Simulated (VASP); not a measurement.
# C (Fd-3m) in VASP: further runs

One crystal, C, is run at these levels: PBE; tasks: single point.

Everything below comes from runs of VASP 6.6.1. Logs are shortened: lines on timing, memory, paths and dates and some standing lists are left out, and cuts for length are marked.

**1. The crystal as given**

It takes space group Fd-3m (No. 227, cubic). The conventional cell has a = 3.573 Å, b = 3.573 Å, c = 3.573 Å, α = 90.00°, β = 90.00°, γ = 90.00°. C (site symmetry -43m) is surrounded by 4 C at 1.55 Å.

This isn't the form of C at room conditions, which is graphite.

**2. Single point, PBE**

INCAR

```
SYSTEM = C
ALGO = Normal
AMIX = 0.2
EDIFF = 1E-7
ENCUT = 520
GGA = PE
ISIF = 2
ISMEAR = 0
LASPH = .TRUE.
LCHARG = .FALSE.
LREAL = .FALSE.
LWAVE = .FALSE.
NBANDS = 11
NELM = 100
PREC = Accurate
SIGMA = 0.02
```

KPOINTS

```
k-points
0
G
  14 14 14
  0 0 0
```

POSCAR

```
C                                       
1.0
    0.0000000000      1.7867088572      1.7867088572
    1.7867088572      0.0000000000      1.7867088572
    1.7867088572      1.7867088572      0.0000000000
  C             
     2
Direct
     0.0000000000000000    0.0000000000000000    0.0000000000000000
     0.2500000000000000    0.2500000000000000    0.2500000000000000
```

Potentials or basis: VASP PAW PBE potentials, release 64 (C).

Started as:

```sh
> cat potpaw_PBE.64/C/POTCAR > POTCAR
> mpirun -np 1 vasp_std > vasp.out
```

OUTCAR:

```text
SYSTEM = C
   AMIX = 0.2
   EDIFF = 1E-7
   ENCUT = 520
   GGA = PE
   ISIF = 2
   ISMEAR = 0
   LASPH = .TRUE.
   LREAL = .FALSE.
   NELM = 100
   PREC = Accurate

 ion  position               nearest neighbor table
   1  0.000  0.000  0.000-   2 1.55   2 1.55   2 1.55   2 1.55
   2  0.250  0.250  0.250-   1 1.55   1 1.55   1 1.55   1 1.55

  LATTYP: Found a face centered cubic cell.
 ALAT       =     3.5734177144

  Lattice vectors:

 A1 = (   0.0000000000,   1.7867088572,   1.7867088572)
 A2 = (   1.7867088572,   0.0000000000,   1.7867088572)
 A3 = (   1.7867088572,   1.7867088572,   0.0000000000)

Analysis of symmetry for initial positions (statically):
=====================================================================
 Subroutine PRICEL returns:
 Original cell was already a primitive cell.

 Routine SETGRP: Setting up the symmetry group for a
 face centered cubic supercell.

 Subroutine GETGRP returns: Found 48 space group operations
 (whereof 24 operations were pure point group operations)
 out of a pool of 48 trial point group operations.

The static configuration has the point symmetry T_d .
 The point group associated with its full space group is O_h .

Analysis of symmetry for dynamics (positions and initial velocities):
=====================================================================
 Subroutine PRICEL returns:
 Original cell was already a primitive cell.

 Routine SETGRP: Setting up the symmetry group for a
 face centered cubic supercell.

 Subroutine GETGRP returns: Found 48 space group operations
 (whereof 24 operations were pure point group operations)
 out of a pool of 48 trial point group operations.

The dynamic configuration has the point symmetry T_d .
 The point group associated with its full space group is O_h .

 Subroutine INISYM returns: Found 48 space group operations
 (whereof 24 operations are pure point group operations),
 and found     1 'primitive' translations

----------------------------------------------------------------------------------------

                                     Primitive cell

  volume of cell :      11.4075

  direct lattice vectors                    reciprocal lattice vectors
     0.000000000  1.786708857  1.786708857    -0.279844138  0.279844138  0.279844138
     1.786708857  0.000000000  1.786708857     0.279844138 -0.279844138  0.279844138
     1.786708857  1.786708857  0.000000000     0.279844138  0.279844138 -0.279844138

  length of vectors
     2.526787898  2.526787898  2.526787898     0.484704265  0.484704265  0.484704265

  position of ions in fractional coordinates (direct lattice)
     0.000000000  0.000000000  0.000000000
     0.250000000  0.250000000  0.250000000

  ion indices of the primitive-cell ions
   primitive index   ion index
                 1           1
                 2           2

----------------------------------------------------------------------------------------

 KPOINTS: k-points

Automatic generation of k-mesh.
 Grid dimensions read from file:
 generate k-points for:   14   14   14

 Generating k-lattice:

  Cartesian coordinates                     Fractional coordinates (reciprocal lattice)
    -0.019988867  0.019988867  0.019988867     0.071428571  0.000000000  0.000000000
     0.019988867 -0.019988867  0.019988867     0.000000000  0.071428571  0.000000000
     0.019988867  0.019988867 -0.019988867     0.000000000  0.000000000  0.071428571

  Length of vectors
     0.034621733  0.034621733  0.034621733

  Shift w.r.t. Gamma in fractional coordinates (k-lattice)
     0.000000000  0.000000000  0.000000000

 Subroutine IBZKPT returns following result:
 ===========================================

 Found    104 irreducible k-points:

 Following reciprocal coordinates:
            Coordinates               Weight
  0.000000  0.000000  0.000000      1.000000
  0.071429  0.000000  0.000000      8.000000
  0.142857  0.000000  0.000000      8.000000
  0.214286  0.000000  0.000000      8.000000
  0.285714  0.000000  0.000000      8.000000
  0.357143  0.000000  0.000000      8.000000
[... 16 lines left out ...]
  0.214286  0.142857  0.000000     24.000000
  0.285714  0.142857  0.000000     24.000000
 [... further k-points ...]
   k-points           NKPTS =    104   k-points in BZ     NKDIM =    104   number of bands    NBANDS=     11
   number of dos      NEDOS =    301   number of ions     NIONS =      2
   total plane-waves  NPLWV =   8000
   dimension x,y,z NGX =    20 NGY =   20 NGZ =   20
   dimension x,y,z NGXF=    40 NGYF=   40 NGZF=   40
   ions per type =               2
   NGX,Y,Z   is equivalent  to a cutoff of  13.16, 13.16, 13.16 a.u.
   NGXF,Y,Z  is equivalent  to a cutoff of  26.32, 26.32, 26.32 a.u.
 SYSTEM =  C
   PREC   = accura    normal or accurate (medium, high low for compatibility)
   ISTART =      0    job   : 0-new  1-cont  2-samecut
   ICHARG =      2    charge: 1-file 2-atom 10-const
   ISPIN  =      1    spin polarized calculation?
   LNONCOLLINEAR =      F non collinear calculations
   LSORBIT =      F    spin-orbit coupling
   LASPH  =      T    aspherical Exc in radial PAW
   ENCUT  =  520.0 eV  38.22 Ry    6.18 a.u.   4.70  4.70  4.70*2*pi/ulx,y,z
   NELM   =    100;   NELMIN=  2; NELMDL= -5     # of ELM steps
   EDIFF  = 0.1E-06   stopping-criterion for ELM
   LREAL  =      F    real-space projection
   EDIFFG = 0.1E-05   stopping-criterion for IOM
   NSW    =      0    number of steps for IOM
   IBRION =     -1    ionic relax: 0-MD 1-quasi-New 2-CG
   NFREE  =      0    steps in history (QN), initial steepest desc. (CG)
   ISIF   =      2    stress and relaxation
   ISYM   =      2    0-nonsym 1-usesym 2-fastsym
   POTIM  = 0.5000    time-step for ionic-motion
   TEBEG  =    0.0;   TEEND  =   0.0 temperature during run
   PSTRESS=    0.0 pullay stress
   NELECT =       8.0000    total number of electrons
   NUPDOWN=      -1.0000    fix difference up-down
   EMIN   =  10.00;   EMAX   =-10.00  energy-range for DOS
   EFERMI =   0.00;   METHOD = LEGACY
   ISMEAR =     0;   SIGMA  =   0.02  broadening in eV -4-tet -1-fermi 0-gaus
   EFERMI_NEDOS =   21; number of points for ismear=-14 and -15
   IALGO  =     38    algorithm
   IMIX   =      4    mixing-type and parameters
     AMIX     =   0.20;   BMIX     =  1.00
     AMIX_MAG =   0.80;   BMIX_MAG =  1.00
  volume/ion in A,a.u.               =       5.70        38.49
  Fermi-wavevector in a.u.,A,eV,Ry     =   1.454480  2.748568 28.783283  2.115512
  Thomas-Fermi vector in A             =   2.571626
   LORBIT       =      0    0 simple, 1 ext, 2 COOP (PROOUT), +10 PAW based schemes
   GGA     = PE    functional components
   LHFCALC =     F    Hartree Fock is set to
   AEXX    =    0.0000 exact exchange contribution
   IVDW    =     0    specifies the selected vdW correction
   LEPSILON=     F    determine dielectric tensor
   LRPA    =     F    only Hartree local field effects (RPA)
 non-spin polarized calculation
 Gauss-broadening in eV      SIGMA  =   0.02
  energy-cutoff  :      520.00
  volume of cell :       11.41
 maximum number of plane-waves:       331
   NGX =  9   NGY =  9   NGZ =  9

 number of electron       7.9999999 magnetization

 Free energy of the ion-electron system (eV)
  ---------------------------------------------------
  ext. energy  EPLUGINS =         0.00000000
  ---------------------------------------------------
  free energy    TOTEN  =       -18.18583726 eV

  energy without entropy =      -18.18583726  energy(sigma->0) =      -18.18583726

 E-fermi :   9.8549     XC(G=0): -13.2228

 val. band max:        9.6488484070   @ k =   0.0000   0.0000   0.0000
 cond. band min:      13.7658717606   @ k =   0.3571   0.3571   0.0000
 fundamental gap:      4.1170233536
 Fermi energy:         9.8549236768

 k-point     1 :       0.0000    0.0000    0.0000
  band No.  band energies     occupation
      1     -11.7530      2.00000
      2       9.6488      2.00000
      3       9.6488      2.00000
      4       9.6488      2.00000
      5      15.2235      0.00000
      6      15.2235      0.00000
      7      15.2235      0.00000
      8      22.8525      0.00000
      9      28.8710      0.00000
     10      36.1220      0.00000
     11      36.1220      0.00000

 k-point     2 :       0.0714    0.0000    0.0000
  band No.  band energies     occupation
      1     -11.6122      2.00000
      2       8.7197      2.00000
      3       9.4075      2.00000
      4       9.4075      2.00000
      5      15.5396      0.00000
      6      15.5396      0.00000
      7      15.7749      0.00000
      8      22.9772      0.00000
      9      29.1110      0.00000
     10      34.3140      0.00000
     11      34.3140      0.00000

 k-point     3 :       0.1429    0.0000    0.0000
  band No.  band energies     occupation
      1     -11.1910      2.00000
      2       6.6844      2.00000
      3       8.8449      2.00000
      4       8.8449      2.00000
      5      16.2814      0.00000
      6      16.2814      0.00000
      7      16.7251      0.00000
      8      23.3420      0.00000
      9      29.6705      0.00000
     10      32.7622      0.00000
     11      32.7622      0.00000

 k-point     4 :       0.2143    0.0000    0.0000
  band No.  band energies     occupation
      1     -10.4937      2.00000
      2       4.3022      2.00000
      3       8.2094      2.00000
      4       8.2094      2.00000
      5      17.0808      0.00000
      6      17.0808      0.00000
      7      17.4737      0.00000
      8      23.8904      0.00000
      9      30.1544      0.00000
     10      32.0231      0.00000
     11      32.0231      0.00000

 k-point     5 :       0.2857    0.0000    0.0000
  band No.  band energies     occupation
      1      -9.5298      2.00000
      2       1.8786      2.00000
      3       7.6449      2.00000
      4       7.6449      2.00000
      5      17.6704      0.00000
      6      17.6704      0.00000
      7      17.9507      0.00000
      8      24.4889      0.00000
      9      30.3776      0.00000
     10      32.2114      0.00000
     11      32.2114      0.00000
[... 211 lines left out ...]
 k-point    21 :      -0.0714    0.0714    0.0000
  band No.  band energies     occupation
      1     -11.3779      2.00000
      2       7.8904      2.00000
      3       8.3088      2.00000
      4       9.4130      2.00000
      5      15.6031      0.00000
      6      16.2399      0.00000
      7      16.5637      0.00000
      8      23.1287      0.00000
      9      29.4690      0.00000
     10      32.3403      0.00000
     11      33.7613      0.00000

 k-point    22 :       0.1429    0.1429    0.0000
  band No.  band energies     occupation
      1     -11.0039      2.00000
      2       7.5724      2.00000
      3       7.5724      2.00000
      4       7.9546      2.00000
      5      14.7091      0.00000
      6      17.9346      0.00000
      7      17.9347      0.00000
      8      22.6760      0.00000
      9      29.8332      0.00000
     10      30.0698      0.00000
     11      37.0735      0.00000

 k-point    23 :       0.2143    0.1429    0.0000
  band No.  band energies     occupation
      1     -10.4925      2.00000
      2       5.8543      2.00000
      3       6.8901      2.00000
      4       7.6235      2.00000
      5      14.8753      0.00000
      6      18.8914      0.00000
      7      18.9284      0.00000
      8      22.2107      0.00000
      9      29.4812      0.00000
     10      30.6328      0.00000
     11      36.3490      0.00000

 k-point    24 :       0.2857    0.1429    0.0000
  band No.  band energies     occupation
      1      -9.7091      2.00000
      2       3.6532      2.00000
      3       6.3505      2.00000
      4       7.0623      2.00000
      5      15.5451      0.00000
      6      19.5693      0.00000
      7      19.6807      0.00000
      8      21.9822      0.00000
      9      29.9422      0.00000
     10      31.0096      0.00000
     11      35.8595      0.00000

 [... further k-points ...]

------------------------ aborting loop because EDIFF is reached ----------------------------------------

  FORCE on cell =-STRESS in cart. coord.  units (eV):
  Direction    XX          YY          ZZ          XY          YZ          ZX
  --------------------------------------------------------------------------------------
  -------------------------------------------------------------------------------------
  Total       -0.0001724     -0.0001724     -0.0001724     -0.0000000     -0.0000000     -0.0000000
  in kB       -0.0242131     -0.0242131     -0.0242131     -0.0000000     -0.0000000     -0.0000000
  external PRESSURE =      -0.0242131 kB  Pullay stress =       0.0000000 kB

 VOLUME and BASIS-vectors are now :
 -----------------------------------------------------------------------------
  energy-cutoff  :      520.00
  volume of cell :       11.41
      direct lattice vectors                 reciprocal lattice vectors
     0.000000000  1.786708857  1.786708857    -0.279844138  0.279844138  0.279844138
     1.786708857  0.000000000  1.786708857     0.279844138 -0.279844138  0.279844138
     1.786708857  1.786708857  0.000000000     0.279844138  0.279844138 -0.279844138

 POSITION                                       TOTAL-FORCE (eV/Angst)
 -----------------------------------------------------------------------------------
      0.00000      0.00000      0.00000         0.000000      0.000000      0.000000
      0.89335      0.89335      0.89335        -0.000000     -0.000000     -0.000000
 -----------------------------------------------------------------------------------
    total drift:                                0.000000      0.000000      0.000000

  FREE ENERGIE OF THE ION-ELECTRON SYSTEM (eV)
  ---------------------------------------------------
  free  energy   TOTEN  =       -18.1858372589 eV

  energy  without entropy=      -18.1858372589  energy(sigma->0) =      -18.18583726
```

Run time: 12 s. Hardware: 1 thread of AMD EPYC 7R13 (Zen 3), shared host; peak memory 0.09 GiB.

Results:

```yaml
Free_energy: -18.1858 eV
Pressure: 0.0 GPa
Band_gap_on_the_k_mesh: 4.12 eV, indirect (least direct gap 5.57 eV)
```

A k mesh can miss the band edges.

[end of part 1 of 2]
